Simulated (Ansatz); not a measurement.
# Notes on a calculation: Tl (bcc)

Level of theory: DFT, HSE06, scalar-relativistic, no spin polarisation; plane waves to 420 eV with PAW datasets (Ansatz 0.2.0), Γ-centred 8×8×8 mesh, 0.05 eV Gaussian smearing. The datasets are Ansatz's generated set soft_2.

At room temperature and ambient pressure Tl is hcp.

Starting cell:

```cif
data_structure
_symmetry_space_group_name_H-M 'P 1'
_symmetry_Int_Tables_number 1
_cell_length_a 3.3399
_cell_length_b 3.3399
_cell_length_c 3.3399
_cell_angle_alpha 109.471
_cell_angle_beta 109.471
_cell_angle_gamma 109.471
_cell_volume 28.68
loop_
_atom_site_label
_atom_site_type_symbol
_atom_site_fract_x
_atom_site_fract_y
_atom_site_fract_z
_atom_site_occupancy
Tl1 Tl 0.00000 0.00000 0.00000 1
```

The steps in volume:

```
run  level  k-mesh        kind  V (Å³/atom)  P (GPa)  E − E(final) (meV/atom)  gap on the mesh (eV)
  1    PBE   8×8×8  fixed cell        28.68      3.4                        –                 metal
  2    PBE   8×8×8  fixed cell        29.33      2.5                        –                 metal
  3    PBE   8×8×8  fixed cell        31.55      0.1                        –                 metal
  4  HSE06   8×8×8  fixed cell        31.55     -0.9                      2.8                 metal
  5  HSE06   8×8×8  fixed cell        31.37     -0.7                      1.9                 metal
  6  HSE06   8×8×8  fixed cell        30.56      0.0                      0.0                 metal
```

The volume is at zero pressure for this level.

The final structure (symmetry read at 0.01 Å). The structure is cubic, space group Im-3m (No. 229). The conventional cell has a = 3.939 Å, b = 3.939 Å, c = 3.939 Å, α = 90.00°, β = 90.00°, γ = 90.00°. Tl (site symmetry m-3m) has 8 Tl at 3.41 Å as nearest neighbours. (Neighbours are counted to 15 % beyond the shortest distance.)

| atom | site | symmetry | x | y | z |
| --- | --- | --- | --- | --- | --- |
| Tl | 2a | m-3m | 0.0000 | 0.0000 | 0.0000 |

At the final geometry the gap, band path included, is zero (metallic). The runs in the table took roughly 1.7 core-minutes.

**Why it comes out so.**

The calculation's cell holds 13 valence electrons, an odd number. Without magnetic order each band takes two, so one stays part-filled and the crystal must be a metal.

For elements this heavy, spin–orbit coupling would shift levels and gaps; it isn't included here. Pressures of hybrids are less tightly converged. For a metal under a hybrid functional this mesh is coarse.
